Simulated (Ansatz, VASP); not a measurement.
# PbSe (Clausthalite) in two plane-wave programs

Aim: how closely do two programs agree when they are given the same cell, functional and k mesh? The cell is taken from a series of VASP runs on this material, whose earlier steps may have relaxed, scaled or displaced it; both programs get it as it stands.

Program: Ansatz 0.2.0. Level of theory: plane waves, with VASP 6.6.1 beside it; elastic constants at LDA and relaxation of cell and atoms at r2SCAN. Results are calculated unless marked as measured.

## (1) The starting structure

Symmetry: Fm-3m, No. 225, cubic system. Conventional cell: a = 6.041 Å, b = 6.041 Å, c = 6.041 Å, α = 90.00°, β = 90.00°, γ = 90.00°. Nearest to Pb lie 6 Se at 3.02 Å. Se has 6 Pb at 3.02 Å nearest. Farther neighbours and most contacts between anions are not listed.

Structure file:

```
Pb Se
1.0
     0.00000    3.02056    3.02056
     3.02056    0.00000    3.02056
     3.02056    3.02056    0.00000
Pb Se
1 1
Direct
  0.00000 0.00000 0.00000
  0.50000 0.50000 0.50000
```

## (2) VASP: elastic constants, LDA

Elastic constants are differences of stresses under small strains, so they test the stress and the mesh.

Lines of VASP's logs that name or quote its potential files are left out, and so is its time.

INCAR

```
SYSTEM = PbSe
PREC = Accurate
ENCUT = 700
EDIFF = 1E-08
NELM = 100
ISMEAR = 0
SIGMA = 0.03
LREAL = .FALSE.
ALGO = Normal
GGA = CA
NBANDS = 16
LORBIT = 11
LWAVE = .FALSE.
LCHARG = .FALSE.
KPAR = 4
IBRION = 6
NFREE = 2
POTIM = 0.015
ISIF = 3
NSW = 1
```

POSCAR

```
PbSe
1.0
    0.0000000000      3.0205643156      3.0205643156
    3.0205643156      0.0000000000      3.0205643156
    3.0205643156      3.0205643156      0.0000000000
Pb Se
1 1
Direct
    0.0000000000      0.0000000000      0.0000000000
    0.5000000000      0.5000000000      0.5000000000
```

KPOINTS

```
Automatic mesh
0
Gamma
8 8 8
0 0 0
```

PAW data sets: Pb_d and Se (LDA family, release 64).

Launch:

```sh
> mpirun -np 4 vasp_std
```

Numbers of over 12 decimals in the logs are rounded to 6 here.

Output:

```text
[banner, memory and clock lines left out]
running    4 mpi-ranks, on    1 nodes
 distrk:  each k-point on    1 cores,    4 groups
 distr:  one band on    1 cores,    1 groups

 POSCAR found type information on POSCAR PbSe
 POSCAR found :  2 types and       2 ions
 LDA part: xc-table for (Slater(with rela. corr.)+CA(PZ))
 , standard interpolation
 POSCAR, INCAR and KPOINTS ok, starting setup
 FFT: planning ... GRIDC
 FFT: planning ... GRID_SOFT
 FFT: planning ... GRID
 WAVECAR not read
 entering main loop
       N       E                     dE             d eps       ncg     rms          rms(c)
DAV:   1     0.170168259331E+03    0.17017E+03   -0.11160E+04   928   0.157E+03
DAV:   2     0.293589527461E+01   -0.16723E+03   -0.16241E+03   952   0.377E+02
DAV:   3    -0.943278626939E+01   -0.12369E+02   -0.12305E+02  1256   0.998E+01
DAV:   4    -0.971407607860E+01   -0.28129E+00   -0.28119E+00  1072   0.165E+01
DAV:   5    -0.972346114306E+01   -0.93851E-02   -0.93849E-02  1384   0.300E+00    0.289E+00
DAV:   6    -0.946979715036E+01    0.25366E+00   -0.65473E-01  1392   0.608E+00    0.169E+00
DAV:   7    -0.946010973464E+01    0.96874E-02   -0.92294E-02  1184   0.158E+00    0.879E-01
DAV:   8    -0.945877954473E+01    0.13302E-02   -0.97456E-03  1232   0.105E+00    0.123E-01
DAV:   9    -0.945839231398E+01    0.38723E-03   -0.26283E-03  1400   0.457E-01    0.399E-02
DAV:  10    -0.945838761240E+01    0.47016E-05   -0.17345E-04  1208   0.824E-02    0.107E-02
DAV:  11    -0.945838890658E+01   -0.12942E-05   -0.10608E-05  1264   0.250E-02    0.453E-03
DAV:  12    -0.945838872227E+01    0.18431E-06   -0.12401E-06  1280   0.186E-02    0.152E-03
DAV:  13    -0.945838871498E+01    0.72907E-08   -0.13074E-07  1128   0.263E-03    0.522E-04
DAV:  14    -0.945838871651E+01   -0.15284E-08   -0.42326E-09   920   0.507E-04
   1 F= -.94583887E+01 E0= -.94582798E+01  d E =-.217856E-03
[... from here on, the cycles between the ionic steps are left out ...]
   2 F= -.94536417E+01 E0= -.94536104E+01  d E =-.626476E-04
   3 F= -.94517017E+01 E0= -.94516076E+01  d E =-.188205E-03
   9 F= -.94579690E+01 E0= -.94579275E+01  d E =-.829397E-04
  10 F= -.94579690E+01 E0= -.94579275E+01  d E =-.829458E-04
  11 F= -.94579690E+01 E0= -.94579275E+01  d E =-.829566E-04
  12 F= -.94579690E+01 E0= -.94579275E+01  d E =-.829458E-04
  13 F= -.94579690E+01 E0= -.94579275E+01  d E =-.829462E-04
  14 F= -.94584204E+01 E0= -.94583564E+01  d E =-.128177E-03
  15 F= -.94584204E+01 E0= -.94583564E+01  d E =-.128155E-03
  16 F= -.94584212E+01 E0= -.94583571E+01  d E =-.128186E-03
 Finite differences progress:
  Degree of freedom:   8/  8
  Displacement:        1/  2
  Total:              15/ 16
 bond charge predicted
       N       E                     dE             d eps       ncg     rms          rms(c)
DAV:   1    -0.945627918338E+01    0.21420E-02   -0.61628E-01  1896   0.297E+00    0.163E-01
DAV:   2    -0.945850103116E+01   -0.22218E-02   -0.24336E-02  2352   0.968E-01    0.455E-02
DAV:   3    -0.945843887796E+01    0.62153E-04   -0.31742E-04  2440   0.112E-01    0.285E-02
DAV:   4    -0.945842083114E+01    0.18047E-04   -0.10201E-04  2440   0.486E-02    0.867E-03
DAV:   5    -0.945842127001E+01   -0.43887E-06   -0.13298E-05  2168   0.210E-02    0.569E-03
DAV:   6    -0.945842123453E+01    0.35477E-07   -0.64451E-07  2568   0.485E-03    0.332E-03
DAV:   7    -0.945842118301E+01    0.51522E-07   -0.11539E-07  2320   0.229E-03    0.430E-04
DAV:   8    -0.945842118474E+01   -0.17294E-08   -0.27264E-08  2184   0.883E-04
  17 F= -.94584212E+01 E0= -.94583571E+01  d E =-.128148E-03
 Finite differences progress:
  Degree of freedom:   8/  8
  Displacement:        2/  2
  Total:              16/ 16
```

Parts of OUTCAR (step 2):

```text
ion  position               nearest neighbor table
   1  0.000  0.000  0.000-   2 3.02   2 3.02   2 3.02   2 3.02   2 3.02   2 3.02
   2  0.500  0.500  0.500-   1 3.02   1 3.02   1 3.02   1 3.02   1 3.02   1 3.02

  LATTYP: Found a face centered cubic cell.
 ALAT       =     6.0411286312

 Subroutine GETGRP returns: Found 48 space group operations
 (whereof 48 operations were pure point group operations)

The static configuration has the point symmetry O_h .

 Found     29 irreducible k-points:

   k-points           NKPTS =     29   k-points in BZ     NKDIM =     29   number of bands    NBANDS=     16

   dimension x,y,z NGX =    40 NGY =   40 NGZ =   40
   dimension x,y,z NGXF=    80 NGYF=   80 NGZF=   80

   ENCUT  =  700.0 eV  51.45 Ry    7.17 a.u.   9.22  9.22  9.22*2*pi/ulx,y,z

   NELECT =      20.0000    total number of electrons

 k-points in reciprocal lattice and weights: Automatic mesh
   0.00000000  0.00000000  0.00000000       0.002
   0.12500000  0.00000000  0.00000000       0.016
   0.25000000  0.00000000  0.00000000       0.016
   0.37500000  0.00000000  0.00000000       0.016
   0.50000000  0.00000000  0.00000000       0.008
   0.12500000  0.12500000  0.00000000       0.012
   0.25000000  0.12500000  0.00000000       0.047
   0.37500000  0.12500000  0.00000000       0.047
   0.50000000  0.12500000  0.00000000       0.047
[...]
-0.37500000  0.50000000  0.12500000       0.023
  -0.25000000  0.50000000  0.25000000       0.012

 average (electrostatic) potential at core
       1 -91.9161       2 -58.8061

 E-fermi :   5.4658

 k-point     1 :       0.0000    0.0000    0.0000
  band No.  band energies     occupation
    ...
      6      -8.5450      2.00000
      7      -0.9035      2.00000
      8       3.3628      2.00000
      9       3.3633      2.00000
     10       3.3633      2.00000
     11      10.1011      0.00000
     12      10.1011      0.00000
     13      10.1032      0.00000
     14      11.8060      0.00000
     15      11.8076      0.00000
    ...

 k-point     2 :       0.1250    0.0000    0.0000
  band No.  band energies     occupation
    ...
      6      -8.4174      2.00000
      7      -1.3501      2.00000
      8       3.4079      2.00000
      9       3.4083      2.00000
     10       3.6790      2.00000
     11       8.9904      0.00000
     12       9.3876      0.00000
     13       9.3891      0.00000
     14      11.5917      0.00000
     15      12.1632      0.00000
    ...

 k-point     3 :       0.2500    0.0000    0.0000
  band No.  band energies     occupation
    ...
      6      -8.0645      2.00000
      7      -2.3161      2.00000
      8       3.5395      2.00000
      9       3.5400      2.00000
     10       4.2851      2.00000
     11       7.4664      0.00000
     12       8.2125      0.00000
     13       8.2136      0.00000
     14      11.7845      0.00000
     15      13.0488      0.00000
    ...

  Total        0.0476621      0.0431394      0.0431394      0.0000000      0.0000000     -0.0000000
  in kB        1.3854466      1.2539792      1.2539792      0.0000000      0.0000000     -0.0000000
  external PRESSURE =       1.2978017 kB  Pullay stress =       0.0000000 kB

  energy-cutoff  :      700.00
  volume of cell :       55.12
      direct lattice vectors                 reciprocal lattice vectors
     0.000000000  3.020564316  3.020564316    -0.165531983  0.165531983  0.165531983
     3.020564316  0.000000000  3.020564316     0.165531983 -0.165531983  0.165531983
     3.020564316  3.020564316  0.000000000     0.165531983  0.165531983 -0.165531983

 POSITION                                       TOTAL-FORCE (eV/Angst)
 -----------------------------------------------------------------------------------
      0.00000      0.00000      0.00000         0.003102      0.000000      0.000000
      3.00556      3.02056      3.02056        -0.003102      0.000000      0.000000
 -----------------------------------------------------------------------------------
    total drift:                               -0.000055     -0.000000     -0.000000

  FREE ENERGIE OF THE ION-ELECTRON SYSTEM (eV)
  ---------------------------------------------------
  free  energy   TOTEN  =        -9.4584211847 eV

  energy  without entropy=       -9.4582930365  energy(sigma->0) =       -9.45835711

  SYMMETRIZED ELASTIC MODULI (kBar)
 Direction    XX          YY          ZZ          XY          YZ          ZX
 --------------------------------------------------------------------------------
 XX        1477.8206     83.6047     83.6047      0.0000     -0.0000      0.0000
 YY          83.6047   1477.8206     83.6047     -0.0000      0.0000      0.0000
 ZZ          83.6047     83.6047   1477.8206     -0.0000     -0.0000      0.0000
 XY           0.0000     -0.0000     -0.0000    118.9234      0.0000      0.0000
 YZ          -0.0000      0.0000     -0.0000      0.0000    118.9234      0.0000
 ZX           0.0000      0.0000      0.0000      0.0000      0.0000    118.9234
 --------------------------------------------------------------------------------

 Eigenvectors and eigenvalues of the dynamical matrix
 ----------------------------------------------------

   1 f  =    0.008562 THz     0.053800 2PiTHz    0.285614 cm-1     0.035412 meV
             X         Y         Z           dx          dy          dz
      0.000000  0.000000  0.000000     0.000000    0.564543   -0.643004
      3.020564  3.020564  3.020564     0.000000    0.341451   -0.388906

   2 f  =    0.008562 THz     0.053800 2PiTHz    0.285614 cm-1     0.035412 meV
             X         Y         Z           dx          dy          dz
      0.000000  0.000000  0.000000    -0.855665    0.000000    0.000000
      3.020564  3.020564  3.020564    -0.517530    0.000000    0.000000

   3 f  =    0.008562 THz     0.053800 2PiTHz    0.285614 cm-1     0.035412 meV
             X         Y         Z           dx          dy          dz
      0.000000  0.000000  0.000000     0.000000    0.643004    0.564543
      3.020564  3.020564  3.020564     0.000000    0.388906    0.341451

   4 f/i=    0.941465 THz     5.915400 2PiTHz   31.403896 cm-1     3.893585 meV
             X         Y         Z           dx          dy          dz
      0.000000  0.000000  0.000000     0.000000    0.517530   -0.000000
      3.020564  3.020564  3.020564     0.000000   -0.855665   -0.000000

   5 f/i=    0.941465 THz     5.915400 2PiTHz   31.403896 cm-1     3.893585 meV
             X         Y         Z           dx          dy          dz
      0.000000  0.000000  0.000000    -0.517530    0.000000    0.000000
      3.020564  3.020564  3.020564     0.855665    0.000000    0.000000

   6 f/i=    0.941465 THz     5.915400 2PiTHz   31.403896 cm-1     3.893585 meV
             X         Y         Z           dx          dy          dz
      0.000000  0.000000  0.000000     0.000000    0.000000   -0.517530
      3.020564  3.020564  3.020564     0.000000   -0.000000    0.855665

 ELASTIC MODULI CONTR FROM IONIC RELAXATION (kBar)
 Direction    XX          YY          ZZ          XY          YZ          ZX
 --------------------------------------------------------------------------------
 XX           0.0000      0.0000      0.0000      0.0000      0.0000      0.0000
 YY           0.0000      0.0000      0.0000      0.0000      0.0000      0.0000
 ZZ           0.0000      0.0000      0.0000      0.0000      0.0000      0.0000
 XY           0.0000      0.0000      0.0000      0.0000      0.0000      0.0000
 YZ           0.0000      0.0000      0.0000      0.0000      0.0000      0.0000
 ZX           0.0000      0.0000      0.0000      0.0000      0.0000      0.0000
 --------------------------------------------------------------------------------

 TOTAL ELASTIC MODULI (kBar)
 Direction    XX          YY          ZZ          XY          YZ          ZX
 --------------------------------------------------------------------------------
 XX        1477.8206     83.6047     83.6047      0.0000     -0.0000      0.0000
 YY          83.6047   1477.8206     83.6047     -0.0000      0.0000      0.0000
 ZZ          83.6047     83.6047   1477.8206     -0.0000     -0.0000      0.0000
 XY           0.0000     -0.0000     -0.0000    118.9234      0.0000      0.0000
 YZ          -0.0000      0.0000     -0.0000      0.0000    118.9234      0.0000
 ZX           0.0000      0.0000      0.0000      0.0000      0.0000    118.9234
 --------------------------------------------------------------------------------

 total charge
# of ion       s       p       d       tot
------------------------------------------
    1        1.469   0.579   9.839  11.887
    2        1.475   2.328   0.021   3.824
--------------------------------------------------
tot          2.944   2.907   9.860  15.711

[... 3 further parts left out ...]
```

CONTCAR:

```
PbSe
   1.00000000000000
     0.0000000000000000    3.0205643156000002    3.0205643156000002
     3.0205643156000002    0.0000000000000000    3.0205643156000002
     3.0205643156000002    3.0205643156000002    0.0000000000000000
  Pb              Se
     1     1
Direct
     0.0000000000000000    0.0000000000000000    0.0000000000000000
     0.5024829797403305    0.4975170202596695    0.4975170202596695
```

(Part 1 of 2 ends here.)

[Lines on the potential files, build, host, timing and source positions are cut from VASP's logs without a mark.]

[Logs are printed without paths, hosts, clocks, repeated set-up lines and the standing remarks that a program may print on its own settings, such as how far it seeks lower states.]

[Hosts, paths, dates, database ids (printed as entryN), source tags and the programs' standing remarks are cut or masked in the printed files.]
